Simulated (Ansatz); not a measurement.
# rocksalt-structured GdN

Method: PBE, scalar-relativistic; collinear spin; PAW, 420 eV, 6×6×6 k-mesh, Gaussian smearing of 0.05 eV; code Ansatz; PAW files: Ansatz's generated set soft_2.

```yaml
crystal:
  lattice:
    - [0.00000, 4.98560, 4.98560]
    - [4.98560, 0.00000, 4.98560]
    - [2.49280, 2.49280, 0.00000]
  atoms:
    - { symbol: Gd, position: [0.25000, 0.25000, 0.50000] }
    - { symbol: N, position: [0.00000, 0.00000, 0.00000] }
    - { symbol: Gd, position: [0.25000, 0.75000, 0.50000] }
    - { symbol: N, position: [0.00000, 0.50000, 0.00000] }
    - { symbol: Gd, position: [0.75000, 0.25000, 0.50000] }
    - { symbol: N, position: [0.50000, 0.00000, 0.00000] }
    - { symbol: Gd, position: [0.75000, 0.75000, 0.50000] }
    - { symbol: N, position: [0.50000, 0.50000, 0.00000] }
```

The start was a prototype's sites filled with these elements; the Crystallography Open Database holds the compound in this structure.

Starting moments: Gd 7.5 μB on each such atom, all parallel.

The run ends ferromagnetic, with site spin moments Gd 6.86; N -0.09 μB.

The cell above (space group Fm-3m at a tolerance of 0.05 Å) comes from a relaxation within its symmetry on a finer mesh. All atoms were then moved at random (spread 0.15 Å) and the cell was relaxed without symmetry.

**Question.** Is the structure a local minimum under this test?

**Answer.** It returns: the energy ends within 0.1 meV/atom of the undisturbed cell and space group Fm-3m is found again (tolerance 0.05 Å). The test covers only distortions that fit this cell.

Without a U the 4f levels of Gd lie too near the Fermi level, so their share of the states there, and what hangs on it, is overstated. These numbers lack spin–orbit coupling. Site moments are of spin, integrated over atomic spheres. Only parallel moments were tried, so the real magnetic order may be another. The k-mesh is coarse, so small energy differences aren't converged.
